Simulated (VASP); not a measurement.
# WS2 (R3m) in VASP: a series of runs

The runs below take WS2 through equation of state, with LDA.

Program: VASP 6.6.1. These are calculated values, not measurements. Logs are shortened: lines on timing, memory, paths and dates and some standing lists are left out, and cuts for length are marked.

## 1. Starting point

Symmetry: R3m, No. 160, trigonal system. Conventional cell: a = 3.133 Å, b = 3.133 Å, c = 18.180 Å, α = 90.00°, β = 90.00°, γ = 120.00°. W (site symmetry 3m) has 6 S at 2.39 Å as nearest neighbours. S (site symmetry 3m) is surrounded by 3 W at 2.39 Å. S (site symmetry 3m) has 3 W at 2.39 Å as nearest neighbours.

Measurements of this composition are mostly on another form, of space group No. 194.

## 2. Equation of state, LDA, 16.48 Å³/atom (a relaxed cell with its volume scaled by 0.96)

INCAR

```
PREC = Accurate
ENCUT = 520
EDIFF = 1E-6
ISMEAR = 0
SIGMA = 0.02
LREAL = F
LASPH = T
NELM = 60
ALGO = Fast
ISIF = 2
LWAVE = F
LCHARG = F
```

KPOINTS

```
regular mesh
0
Gamma
  8 8 8
```

POSCAR

```
WS2                                     
1.0
    1.5453156772      0.8921884223      5.9782316730
   -1.5453156772      0.8921884223      5.9782316730
    0.0000000000     -1.7843768445      5.9782316730
  W               S             
     1     2
Direct
     0.9993433310992998    0.9993433310992998    0.9993433310992988
     0.5801058910590208    0.5801058910590208    0.5801058910590216
     0.7518507778416855    0.7518507778416855    0.7518507778416857
```

Potentials or basis: VASP PAW LDA potentials, release 64 (W_sv, S).

Started as:

```bash
$ cat potpaw_LDA.64/W_sv/POTCAR potpaw_LDA.64/S/POTCAR > POTCAR
$ mpirun -np 1 vasp_std > vasp.out
```

OUTCAR:

```text
PREC = Accurate
   ENCUT = 520
   EDIFF = 1E-6
   ISMEAR = 0
   LREAL = F
   LASPH = T
   NELM = 60
   ISIF = 2

 ion  position               nearest neighbor table
   1  0.999  0.999  0.999-   3 2.36   3 2.36   3 2.36   2 2.36   2 2.36   2 2.36
   2  0.580  0.580  0.580-   1 2.36   1 2.36   1 2.36
   3  0.752  0.752  0.752-   1 2.36   1 2.36   1 2.36

  LATTYP: Found a trigonal (rhomboedric) cell.
 ALAT       =     6.2388504277
 COS(alpha) =     0.8772969751

  Lattice vectors:

 A1 = (   1.5453156772,   0.8921884223,   5.9782316730)
 A2 = (  -1.5453156772,   0.8921884223,   5.9782316730)
 A3 = (   0.0000000000,  -1.7843768445,   5.9782316730)

Analysis of symmetry for initial positions (statically):
=====================================================================
 Subroutine PRICEL returns:
 Original cell was already a primitive cell.

 Routine SETGRP: Setting up the symmetry group for a
 trigonal (rhombohedral) supercell.

 Subroutine GETGRP returns: Found  6 space group operations
 (whereof  6 operations were pure point group operations)
 out of a pool of 12 trial point group operations.

The static configuration has the point symmetry C_3v.

Analysis of symmetry for dynamics (positions and initial velocities):
=====================================================================
 Subroutine PRICEL returns:
 Original cell was already a primitive cell.

 Routine SETGRP: Setting up the symmetry group for a
 trigonal (rhombohedral) supercell.

 Subroutine GETGRP returns: Found  6 space group operations
 (whereof  6 operations were pure point group operations)
 out of a pool of 12 trial point group operations.

The dynamic configuration has the point symmetry C_3v.

 Subroutine INISYM returns: Found  6 space group operations
 (whereof  6 operations are pure point group operations),
 and found     1 'primitive' translations

----------------------------------------------------------------------------------------

                                     Primitive cell

  volume of cell :      49.4536

  direct lattice vectors                    reciprocal lattice vectors
     1.545315677  0.892188422  5.978231673     0.323558485  0.186806579  0.055757848
    -1.545315677  0.892188422  5.978231673    -0.323558485  0.186806579  0.055757848
     0.000000000 -1.784376844  5.978231673     0.000000000 -0.373613157  0.055757848

  length of vectors
     6.238850428  6.238850428  6.238850428     0.377750882  0.377750882  0.377750882

  position of ions in fractional coordinates (direct lattice)
     0.999343331  0.999343331  0.999343331
     0.580105891  0.580105891  0.580105891
     0.751850778  0.751850778  0.751850778

  ion indices of the primitive-cell ions
   primitive index   ion index
                 1           1
                 2           2
                 3           3

----------------------------------------------------------------------------------------

 KPOINTS: regular mesh

Automatic generation of k-mesh.
 Grid dimensions read from file:
 generate k-points for:    8    8    8

 Generating k-lattice:

  Cartesian coordinates                     Fractional coordinates (reciprocal lattice)
     0.040444811  0.023350822  0.006969731     0.125000000  0.000000000  0.000000000
    -0.040444811  0.023350822  0.006969731     0.000000000  0.125000000  0.000000000
     0.000000000 -0.046701645  0.006969731     0.000000000  0.000000000  0.125000000

  Length of vectors
     0.047218860  0.047218860  0.047218860

  Shift w.r.t. Gamma in fractional coordinates (k-lattice)
     0.000000000  0.000000000  0.000000000

 Subroutine IBZKPT returns following result:
 ===========================================

 Found     65 irreducible k-points:

 Following reciprocal coordinates:
            Coordinates               Weight
  0.000000  0.000000  0.000000      1.000000
  0.125000 -0.000000  0.000000      6.000000
  0.250000 -0.000000  0.000000      6.000000
  0.375000 -0.000000  0.000000      6.000000
  0.500000 -0.000000  0.000000      3.000000
  0.125000  0.125000  0.000000      6.000000
[... 16 lines left out ...]
  0.250000  0.125000  0.125000      6.000000
  0.375000  0.125000  0.125000      6.000000
 [... further k-points ...]
   k-points           NKPTS =     65   k-points in BZ     NKDIM =     65   number of bands    NBANDS=     17
   number of dos      NEDOS =    301   number of ions     NIONS =      3
   total plane-waves  NPLWV = 110592
   dimension x,y,z NGX =    48 NGY =   48 NGZ =   48
   dimension x,y,z NGXF=    96 NGYF=   96 NGZF=   96
   ions per type =               1   2
   NGX,Y,Z   is equivalent  to a cutoff of  12.79, 12.79, 12.79 a.u.
   NGXF,Y,Z  is equivalent  to a cutoff of  25.58, 25.58, 25.58 a.u.
 SYSTEM =  unknown system
   PREC   = accura    normal or accurate (medium, high low for compatibility)
   ISTART =      0    job   : 0-new  1-cont  2-samecut
   ICHARG =      2    charge: 1-file 2-atom 10-const
   ISPIN  =      1    spin polarized calculation?
   LNONCOLLINEAR =      F non collinear calculations
   LSORBIT =      F    spin-orbit coupling
   LASPH  =      T    aspherical Exc in radial PAW
   ENCUT  =  520.0 eV  38.22 Ry    6.18 a.u.  11.60 11.60 11.60*2*pi/ulx,y,z
   NELM   =     60;   NELMIN=  2; NELMDL= -5     # of ELM steps
   EDIFF  = 0.1E-05   stopping-criterion for ELM
   LREAL  =      F    real-space projection
   EDIFFG = 0.1E-04   stopping-criterion for IOM
   NSW    =      0    number of steps for IOM
   IBRION =     -1    ionic relax: 0-MD 1-quasi-New 2-CG
   NFREE  =      0    steps in history (QN), initial steepest desc. (CG)
   ISIF   =      2    stress and relaxation
   ISYM   =      2    0-nonsym 1-usesym 2-fastsym
   POTIM  = 0.5000    time-step for ionic-motion
   TEBEG  =    0.0;   TEEND  =   0.0 temperature during run
   PSTRESS=    0.0 pullay stress
   NELECT =      26.0000    total number of electrons
   NUPDOWN=      -1.0000    fix difference up-down
   EMIN   =  10.00;   EMAX   =-10.00  energy-range for DOS
   EFERMI =   0.00;   METHOD = LEGACY
   ISMEAR =     0;   SIGMA  =   0.02  broadening in eV -4-tet -1-fermi 0-gaus
   EFERMI_NEDOS =   21; number of points for ismear=-14 and -15
   IALGO  =     68    algorithm
   IMIX   =      4    mixing-type and parameters
     AMIX     =   0.40;   BMIX     =  1.00
[... 32 lines left out ...]

 val. band max:        8.4137581003   @ k =   0.5000   0.5000   0.5000
 cond. band min:       9.4055920013   @ k =  -0.2500   0.1250  -0.0000
 fundamental gap:      0.9918339009
 Fermi energy:         8.6073714694

 k-point     1 :       0.0000    0.0000    0.0000
  band No.  band energies     occupation
      1     -65.7795      2.00000
      2     -30.3970      2.00000
      3     -30.1317      2.00000
      4     -30.1317      2.00000
      5      -7.7497      2.00000
      6      -5.4520      2.00000
[... 9 lines left out ...]
     16      11.0666      0.00000
     17      11.0667      0.00000

 k-point     2 :       0.1250   -0.0000    0.0000
  band No.  band energies     occupation
      1     -65.7755      2.00000
      2     -30.3837      2.00000
      3     -30.2034      2.00000
      4     -30.1481      2.00000
      5      -7.4541      2.00000
      6      -5.3815      2.00000
[... 9 lines left out ...]
     16      10.8148      0.00000
     17      11.1409      0.00000

 k-point     3 :       0.2500   -0.0000    0.0000
  band No.  band energies     occupation
      1     -65.7660      2.00000
      2     -30.3730      2.00000
      3     -30.3515      2.00000
      4     -30.1874      2.00000
      5      -6.6636      2.00000
      6      -5.1925      2.00000
[... 9 lines left out ...]
     16      11.3732      0.00000
     17      11.9019      0.00000

 k-point     4 :       0.3750   -0.0000    0.0000
  band No.  band energies     occupation
      1     -65.7564      2.00000
      2     -30.5380      2.00000
      3     -30.3191      2.00000
      4     -30.2265      2.00000
      5      -5.6906      2.00000
      6      -4.9722      2.00000
[... 9 lines left out ...]
     16      11.9472      0.00000
     17      12.2838      0.00000

 k-point     5 :       0.5000   -0.0000    0.0000
  band No.  band energies     occupation
      1     -65.7525      2.00000
      2     -30.6051      2.00000
      3     -30.3056      2.00000
      4     -30.2425      2.00000
      5      -5.1801      2.00000
      6      -4.8774      2.00000
[... 9 lines left out ...]
     16      12.0899      0.00000
     17      12.7798      0.00000

 k-point     6 :       0.1250    0.1250    0.0000
  band No.  band energies     occupation
      1     -65.7755      2.00000
      2     -30.3837      2.00000
      3     -30.2034      2.00000
      4     -30.1481      2.00000
      5      -7.4422      2.00000
      6      -5.4076      2.00000
[... 9 lines left out ...]
     16      10.7129      0.00000
     17      11.1983      0.00000

 k-point     7 :       0.2500    0.1250    0.0000
  band No.  band energies     occupation
      1     -65.7688      2.00000
      2     -30.3609      2.00000
      3     -30.3160      2.00000
      4     -30.1839      2.00000
      5      -6.8866      2.00000
      6      -5.2910      2.00000
[... 9 lines left out ...]
     16      10.8332      0.00000
     17      12.0665      0.00000

 k-point     8 :       0.3750    0.1250    0.0000
  band No.  band energies     occupation
      1     -65.7592      2.00000
      2     -30.4658      2.00000
      3     -30.3286      2.00000
      4     -30.2405      2.00000
      5      -5.9823      2.00000
      6      -5.0670      2.00000
[... 9 lines left out ...]
     16      11.2792      0.00000
     17      12.7224      0.00000
[... 203 lines left out ...]
      1     -65.7525      2.00000
      2     -30.5687      2.00000
      3     -30.3056      2.00000
      4     -30.2809      2.00000
      5      -5.1225      2.00000
      6      -4.9494      2.00000
[... 9 lines left out ...]
     16      11.9680      0.00000
     17      12.3453      0.00000

 k-point    20 :      -0.3750    0.3750    0.0000
  band No.  band energies     occupation
      1     -65.7497      2.00000
      2     -30.5237      2.00000
      3     -30.3882      2.00000
      4     -30.2961      2.00000
      5      -4.8106      2.00000
      6      -4.7667      2.00000
[... 9 lines left out ...]
     16      12.0755      0.00000
     17      13.2558      0.00000

 k-point    21 :       0.5000    0.5000    0.0000
  band No.  band energies     occupation
      1     -65.7525      2.00000
      2     -30.6051      2.00000
      3     -30.3056      2.00000
      4     -30.2425      2.00000
      5      -5.0626      2.00000
      6      -5.0145      2.00000
[... 9 lines left out ...]
     16      11.6192      0.00000
     17      13.4312      0.00000

 k-point    22 :       0.1250    0.1250    0.1250
  band No.  band energies     occupation
      1     -65.7795      2.00000
      2     -30.3970      2.00000
      3     -30.1317      2.00000
      4     -30.1317      2.00000
      5      -7.7143      2.00000
      6      -5.5351      2.00000
[... 9 lines left out ...]
     16      11.0424      0.00000
     17      11.0425      0.00000

 k-point    23 :       0.2500    0.1250    0.1250
  band No.  band energies     occupation
      1     -65.7755      2.00000
      2     -30.3837      2.00000
      3     -30.2034      2.00000
      4     -30.1481      2.00000
      5      -7.3972      2.00000
      6      -5.5018      2.00000
[... 9 lines left out ...]
     16      10.8380      0.00000
     17      11.1414      0.00000

 k-point    24 :       0.3750    0.1250    0.1250
  band No.  band energies     occupation
      1     -65.7660      2.00000
      2     -30.3730      2.00000
      3     -30.3515      2.00000
      4     -30.1874      2.00000
      5      -6.5935      2.00000
      6      -5.3081      2.00000
[... 9 lines left out ...]
     16      11.3003      0.00000
     17      11.9031      0.00000

 [... further k-points ...]

------------------------ aborting loop because EDIFF is reached ----------------------------------------

  FORCE on cell =-STRESS in cart. coord.  units (eV):
  Direction    XX          YY          ZZ          XY          YZ          ZX
  --------------------------------------------------------------------------------------
  -------------------------------------------------------------------------------------
  Total        2.3867618      2.3867618      2.6088921      0.0000000      0.0000000      0.0000000
  in kB       77.3253477     77.3253477     84.5218348      0.0000000      0.0000000      0.0000000
  external PRESSURE =      79.7241767 kB  Pullay stress =       0.0000000 kB

 VOLUME and BASIS-vectors are now :
 -----------------------------------------------------------------------------
  energy-cutoff  :      520.00
  volume of cell :       49.45
      direct lattice vectors                 reciprocal lattice vectors
     1.545315677  0.892188422  5.978231673     0.323558485  0.186806579  0.055757848
    -1.545315677  0.892188422  5.978231673    -0.323558485  0.186806579  0.055757848
     0.000000000 -1.784376844  5.978231673     0.000000000 -0.373613157  0.055757848

 POSITION                                       TOTAL-FORCE (eV/Angst)
 -----------------------------------------------------------------------------------
      0.00000      0.00000     17.92292         0.000000     -0.000000     -0.001745
      0.00000      0.00000     10.40402         0.000000     -0.000000     -0.789215
      0.00000      0.00000     13.48421         0.000000      0.000000      0.790960
 -----------------------------------------------------------------------------------
    total drift:                                0.000000     -0.000000     -0.000004

  FREE ENERGIE OF THE ION-ELECTRON SYSTEM (eV)
  ---------------------------------------------------
  free  energy   TOTEN  =       -26.2085256809 eV

  energy  without entropy=      -26.2085256809  energy(sigma->0) =      -26.20852568
```

It took 2.5 min on 1 thread of Intel Xeon Platinum 8488C (Sapphire Rapids), shared host; peak memory 0.28 GiB.

Results:

```yaml
Free_energy: -26.2085 eV
Pressure: 8.0 GPa
Largest_force: 0.791 eV/Å
Band_gap_on_the_k_mesh: 0.99 eV, indirect (least direct gap 2.35 eV)
```

Caveat: spin-orbit coupling is left out, which moves the levels of the heavy elements.

## 3. Equation of state, LDA, 16.83 Å³/atom (a relaxed cell with its volume scaled by 0.98)

INCAR is that of step 2.

KPOINTS is that of step 2.

POSCAR

```
WS2                                     
1.0
    1.5559733635      0.8983416403      6.0194621598
   -1.5559733635      0.8983416403      6.0194621598
    0.0000000000     -1.7966832806      6.0194621598
  W               S             
     1     2
Direct
     0.9993433310992998    0.9993433310992998    0.9993433310992988
     0.5801058910590208    0.5801058910590208    0.5801058910590216
     0.7518507778416855    0.7518507778416855    0.7518507778416857
```

Potentials or basis: VASP PAW LDA potentials, release 64 (W_sv, S).

Started as:

```bash
$ cat potpaw_LDA.64/W_sv/POTCAR potpaw_LDA.64/S/POTCAR > POTCAR
$ mpirun -np 1 vasp_std > vasp.out
```

Run time: 2.5 min. Hardware: 1 thread of Intel Xeon Platinum 8488C (Sapphire Rapids), shared host; peak memory 0.28 GiB.

Results (log left out):

```yaml
Free_energy: -26.2465 eV
Pressure: 3.8 GPa
Largest_force: 0.384 eV/Å
Band_gap_on_the_k_mesh: 1.02 eV, indirect (least direct gap 2.32 eV)
```

Caveat: spin-orbit coupling is left out, which moves the levels of the heavy elements.

## 4. Equation of state, LDA, 17.17 Å³/atom

INCAR is that of step 3.

KPOINTS is that of step 3.

POSCAR

```
WS2                                     
1.0
    1.5664870160      0.9044117004      6.0601354352
   -1.5664870160      0.9044117004      6.0601354352
    0.0000000000     -1.8088234007      6.0601354352
  W               S             
     1     2
Direct
     0.9993433310992998    0.9993433310992998    0.9993433310992988
     0.5801058910590208    0.5801058910590208    0.5801058910590216
     0.7518507778416855    0.7518507778416855    0.7518507778416857
```

Started as:

```bash
$ cat potpaw_LDA.64/W_sv/POTCAR potpaw_LDA.64/S/POTCAR > POTCAR
$ mpirun -np 1 vasp_std > vasp.out
```

Run time: 2.6 min. Hardware: 1 thread of Intel Xeon Platinum 8488C (Sapphire Rapids), shared host; peak memory 0.28 GiB.

It converged, with:

| Property | Result |
| --- | --- |
| Free energy | -26.2588 eV |
| Pressure | 0.0 GPa |
| Largest force | 0.007 eV/Å |
| Band gap on the k mesh | 1.04 eV, indirect (least direct gap 2.30 eV) |

Caveat: spin-orbit coupling is left out, which moves the levels of the heavy elements.

## 5. Equation of state, LDA, 17.51 Å³/atom (a relaxed cell with its volume scaled by 1.02)

INCAR is that of step 4.

KPOINTS is that of step 4.

POSCAR

```
WS2                                     
1.0
    1.5768614045      0.9104013564      6.1002699521
   -1.5768614045      0.9104013564      6.1002699521
    0.0000000000     -1.8208027127      6.1002699521
  W               S             
     1     2
Direct
     0.9993433310992998    0.9993433310992998    0.9993433310992988
     0.5801058910590208    0.5801058910590208    0.5801058910590216
     0.7518507778416855    0.7518507778416855    0.7518507778416857
```

Started as:

```bash
$ cat potpaw_LDA.64/W_sv/POTCAR potpaw_LDA.64/S/POTCAR > POTCAR
$ mpirun -np 1 vasp_std > vasp.out
```

Wall time 3 min (1 thread of Intel Xeon Platinum 8488C (Sapphire Rapids), shared host); peak memory 0.28 GiB.

It converged, with:

```
Free energy            : -26.2478 eV
Pressure               : -3.4 GPa
Largest force          : 0.345 eV/Å
Band gap on the k mesh : 1.05 eV, indirect (least direct gap 2.27 eV)
```

Caveat: spin-orbit coupling is left out, which moves the levels of the heavy elements.

## 6. Equation of state, LDA, 17.86 Å³/atom (a relaxed cell with its volume scaled by 1.04)

INCAR is that of step 5.

KPOINTS is that of step 5.

POSCAR

```
WS2                                     
1.0
    1.5871010512      0.9163132192      6.1398832046
   -1.5871010512      0.9163132192      6.1398832046
    0.0000000000     -1.8326264383      6.1398832046
  W               S             
     1     2
Direct
     0.9993433310992998    0.9993433310992998    0.9993433310992988
     0.5801058910590208    0.5801058910590208    0.5801058910590216
     0.7518507778416855    0.7518507778416855    0.7518507778416857
```

Potentials or basis: VASP PAW LDA potentials, release 64 (W_sv, S).

Started as:

```bash
$ cat potpaw_LDA.64/W_sv/POTCAR potpaw_LDA.64/S/POTCAR > POTCAR
$ mpirun -np 1 vasp_std > vasp.out
```

It took 2.8 min on 1 thread of Intel Xeon Platinum 8488C (Sapphire Rapids), shared host; peak memory 0.27 GiB.

The run converged. Its results:

* Free energy: -26.2160 eV
* Pressure: -6.5 GPa
* Largest force: 0.668 eV/Å
* Band gap on the k mesh: 1.07 eV, indirect (least direct gap 2.24 eV)

Caveat: spin-orbit coupling is left out, which moves the levels of the heavy elements.

## 7. Equation of state, LDA

Potentials or basis: VASP PAW LDA potentials, release 64 (W_sv, S).

This step only gathers the single runs of the series.

What came out:

```yaml
Equilibrium_volume: 17.17 Å³/atom
Bulk_modulus_at_fixed_shape_and_positions: 180 GPa
Pressure_derivative_of_the_bulk_modulus: "4.4 (rough: it moves with the points fitted)"
```

Energy against volume, from the lowest point:
```csv
volume (Å³/atom),energy (meV/atom)
16.485,16.74
16.828,4.07
17.171,0.00
17.515,3.65
17.858,14.24
```

Caveat: the cell was scaled at fixed shape and fractional positions, which overstates the stiffness of a crystal with free parameters, most of all of layers and chains.
